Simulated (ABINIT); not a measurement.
# CuO (P1) in ABINIT: reference runs, part 2 of 2

ABINIT 10.8.3 (patched build). The steps go on from the part before.

### Step 3. Single point, PBE

run.py

```python
import json, os
import numpy as np
from ase.units import GPa
from ase.calculators.abinit import Abinit, AbinitProfile
from ase.io import read

atoms = read('POSCAR')

profile = AbinitProfile(command='mpirun --bind-to none -np 4 abinit', pp_paths=[os.path.abspath('pseudos')])
params = dict(
    pps='pawxml', xc='PBE',
    chksymtnons=0,
    tolsym=1e-06,
    ecut=707.496,
    pawecutdg=1306.1465,
    pawxcdev=0,
    pawovlp=30,
    kptopt=1,
    ngkpt=[9, 5, 5],
    nshiftk=1,
    shiftk=[0.0, 0.0, 0.0],
    ixc=11,
    nband=60,
    occopt=3,
    tsmear=0.05,
    nstep=100,
    tolvrs=1e-09,
    prtwf=0,
    prtden=0,
)

atoms.calc = Abinit(profile=profile, directory='run', **params)
energy = atoms.get_potential_energy()
forces = atoms.get_forces()
stress = atoms.get_stress()
print(f'energy {energy:.6f} eV')
print('forces (eV/A)')
print(np.round(forces, 5))
print('stress (GPa, Voigt, tension positive)', np.round(stress / GPa, 4))
json.dump(dict(energy=energy, forces=forces.tolist(), stress=stress.tolist(), cell=atoms.cell.tolist(), frac=atoms.get_scaled_positions(wrap=False).tolist()), open('results.json', 'w'))
```

POSCAR

```
CuO
1.0
    2.3418500000     -1.7113000000      0.0000000000
   -1.4918200000     -1.7113000000     -5.0578700000
    2.3418500000      5.1339000000      0.0000000000
Cu O
4 4
Direct
    0.3213271600      0.9565765600      0.2905417800
    0.6786728400      0.0434234400      0.7094582200
    0.3225567000      0.5218645100      0.6836463300
    0.6774433000      0.4781354900      0.3163536700
    0.4176716400      0.7073204800      0.0098998500
    0.4139283600      0.7926795200      0.6585001500
    0.2249395900      0.3481680500      0.0734239800
    0.9434604100      0.1518319500      0.2581760200
```

Potentials or basis: JTH PAW PBE v2.0.

The run is started by

```
$ python run.py
```

The program printed:

```text
energy -23289.596740 eV
forces (eV/A)
[[  3.60536  -0.60253   2.74345]
 [  5.47083  -5.50237 -14.81748]
 [  0.48321   2.33695   8.70471]
 [  5.32383  -0.07847  -3.05583]
 [  2.04562   2.12345   0.70833]
 [ -5.82329   1.60689   6.63054]
 [ -7.07682  -1.74004   2.67478]
 [ -4.02874   1.85612  -3.5885 ]]
stress (GPa, Voigt, tension positive) [-48.4426 -40.6285 -81.1978 -21.7762   2.6974  -3.1504]
```

abinit.in:

```text
chksymtnons 0
ecut 707.496 eV
ixc 11
kptopt 1
natom 8
nband 60
ngkpt
9 5 5
nshiftk 1
nsppol 1
nstep 100
occopt 3
pawecutdg 1306.1465 eV
pawovlp 30
pawxcdev 0
prtden 0
prtwf 0
shiftk
0.0 0.0 0.0
tolsym 1e-06
tolvrs 1e-09
tsmear 0.05 eV
#Definition of the unit cell
acell
1.00000000000000 1.00000000000000 1.00000000000000 Angstrom
rprim
2.34185000000000 -1.71130000000000 0.00000000000000
-1.49182000000000 -1.71130000000000 -5.05787000000000
2.34185000000000 5.13390000000000 0.00000000000000
chkprim 0 # Allow non-primitive cells
#Definition of the atom types
ntypat 2
znucl 8 29
#Enumerate different atomic species
typat
 2 2 2 2 1 1 1 1
pseudos "./pseudos/O.GGA_PBE-JTH.xml,
./pseudos/Cu.GGA_PBE-JTH.xml"
#Definition of the atoms
xcart
0.01108368478973 -1.31385890740305 -9.14294831474702
6.02069534174664 4.54774722654778 -0.41504076533981
2.98170182124074 3.90174375558244 -4.98797528786486
3.05007720529563 -0.66785543643770 -4.57001379222196
-0.10183081119401 -3.54205384816902 -6.76056142396177
2.51131665931176 2.48651270080017 -7.57642219616847
0.33886316809153 -1.14103124880726 -3.32778641993512
4.88975390907227 -1.03731592296864 -1.45120812010829
chkexit 1 # abinit.exit file in the running directory terminates after the current SCF
```

abinit.abo:

```text
.Version 10.8.3 of ABINIT
 Symmetries : space group P1 (#  1); Bravais aP (primitive triclinic)
================================================================================
 Values of the parameters that define the memory need of the present run
     intxc =       0    ionmov =       0      iscf =      17    lmnmax =      18
[... 390 lines left out ...]
                       3.2255669999E-01  5.2186450998E-01  6.8364632997E-01
                       6.7744329997E-01  4.7813548998E-01  3.1635366999E-01
                       4.1767163998E-01  7.0732047997E-01  9.8998499996E-03
                       4.1392835998E-01  7.9267951997E-01  6.5850014998E-01
                       2.2493958999E-01  3.4816804999E-01  7.3423979997E-02
                       9.4346040996E-01  1.5183194999E-01  2.5817601999E-01
 Calculation completed.
```

It took 10 min on 4 threads of Arm Neoverse V2, shared host; peak memory 0.96 GiB.

What came out:

```yaml
Free_energy: -23289.5967 eV
Pressure: 56.8 GPa
Largest_force: 16.726 eV/Å
Band_gap_on_the_k_mesh: none (metal or under the smearing width)
```

Forces on the atoms (eV/Å):
```
Cu    3.605  -0.603   2.743
Cu    5.471  -5.502 -14.817
Cu    0.483   2.337   8.705
Cu    5.324  -0.078  -3.056
O     2.046   2.123   0.708
O    -5.823   1.607   6.631
O    -7.077  -1.740   2.675
O    -4.029   1.856  -3.588
```

Stress tensor (GPa, compression positive):
```
48.44  3.15 -2.70
 3.15 40.63 21.78
-2.70 21.78 81.20
```

Levels at points of the mesh, in eV from the Fermi level:
```csv
k point,band 47,band 48,band 49,band 50,band 51,band 52,band 53,band 54
"(0.00, 0.00, 0.00)",-0.59,-0.40,-0.29,0.00,0.21,0.36,0.64,4.16
```

Caveat: the atomic spheres overlap; a pressure of tens of GPa on the cell as given is suspect, and the run, the potentials or the cell itself is likely at fault; the run has no spin polarisation, though such a crystal can be magnetic; semilocal functionals often make such compounds metallic where correlation or magnetic order opens a gap, which also shifts bond lengths; forces of over 1 eV/Å show positions far from the minimum, so gaps and moduli don't describe the material at rest. With open d or f shells a metallic result of PBE can be an artefact of self-interaction; +U or a hybrid may open a gap.
